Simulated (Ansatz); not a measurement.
**AlP at 9 GPa: from Born charge to LO–TO splitting and polaron coupling**

Computed with DFT LDA, scalar-relativistic, plane waves, PAW in Ansatz 0.2.0. Cutoff 420 eV, 10×10×10 k-points (Γ-centred), fixed occupations. No spin polarisation. Phonons by linear response, acoustic sum rule imposed.

The cell, relaxed at 9 GPa:
```cif
data_structure
_symmetry_space_group_name_H-M 'F-43m'
_symmetry_Int_Tables_number 216
_cell_length_a 5.2836
_cell_length_b 5.2836
_cell_length_c 5.2836
_cell_angle_alpha 90.000
_cell_angle_beta 90.000
_cell_angle_gamma 90.000
_cell_volume 147.50
loop_
_atom_site_label
_atom_site_type_symbol
_atom_site_symmetry_multiplicity
_atom_site_Wyckoff_symbol
_atom_site_fract_x
_atom_site_fract_y
_atom_site_fract_z
_atom_site_occupancy
Al1 Al 4 a 0.00000 0.00000 0.00000 1
P1 P 4 c 0.25000 0.25000 0.25000 1
```

Linear response gives ν_TO = 486.9 cm⁻¹, Born charges ±2.168 e (positive on Al) and ε∞ = 8.281. The primitive cell holds 36.876 Å³, and the masses are 26.982 and 30.974 amu.

Q: Find ν_LO and the static dielectric constant.

A: The long-wave field adds a restoring force: ω_LO² − ω_TO² = Z*²e²/(ε_vac ε∞ μV). In these units ν_LO² − ν_TO² = 4.92064×10⁷ Z*²/(μ V ε∞) cm⁻², with μ = m₁m₂/(m₁ + m₂) = 14.420 amu: 52523 cm⁻². So ν_LO = √(486.9² + 52523) = 538.1 cm⁻¹, and the run gives 538.1. Lyddane–Sachs–Teller then gives ε0 = ε∞ (ν_LO/ν_TO)² = 10.12, against 10.12 in the run (it forms both from the same three quantities, so the match checks the arithmetic only). Between ν_TO and ν_LO the dielectric function is negative and an undamped crystal reflects fully: a reststrahlen band from 18.6 to 20.5 μm.

Q: What do the Clausius–Mossotti polarisability and the Szigeti charge come to?

A: With the Lorentz local field, α = (3V/4π)(ε∞ − 1)/(ε∞ + 2) = 6.23 Å³ for the pair, and e_S = 3Z*/(ε∞ + 2) = 0.63 e. The Born charge includes the electrons' response to the dipole's own local field, and e_S takes that enhancement out. The Lorentz field assumes point-like polarisable ions, a poor picture once ε∞ is this large, since the electron clouds then overlap or are shared, so both numbers are formal here.

Q: How strongly does a slow electron couple to the LO mode?

A: For one isotropic parabolic band, Fröhlich's constant is α_F = (1/ε∞ − 1/ε0) √(m* Ry/ħω_LO), with Ry = 13.606 eV, ħω_LO = 66.7 meV and m* in free-electron masses: α_F = 0.0219 × 14.28 × √m* = 0.31 √m*. The band mass isn't part of this run; for m* = 0.1, 0.3 and 1 it gives 0.10, 0.17, 0.31. In weak coupling the polaron lies α_F ħω_LO below the band edge (11 meV at m* = 0.3) with a mass m*(1 + α_F/6); past α_F of about 5 or 6 that expansion fails. A semilocal functional's ε∞ tends to be too large, which taken alone lowers α_F.

Cost: 1 run of about 1.1 core-minutes, on Arm Neoverse N1 (shared hosts).

AlP comes out here as a polar but largely covalent semiconductor. Its static dielectric constant of 10.12 is mostly electronic, since ε∞ alone is 8.281, and the lattice adds only a modest share. The sp³ bonding electrons are shared and easily polarised, so they screen the long-range field that lifts the LO mode above the TO mode. The Born charge of 2.168 e is still substantial because bond charge shifts as the sublattices move against each other. It is a dynamical quantity and doesn't measure the static charge transferred from Al to P.

The same screening explains the weak Fröhlich coupling: little ionic polarisation is left for a slow carrier to drag along. The stiff bonds and light atoms also help, as they put the LO quantum high and so reduce the coupling further. For any of the masses tried, this suggests a large, mobile polaron rather than a self-trapped one. Electrons in AlP, however, occupy anisotropic valleys near X, so a single isotropic mass can give only an averaged estimate for them.
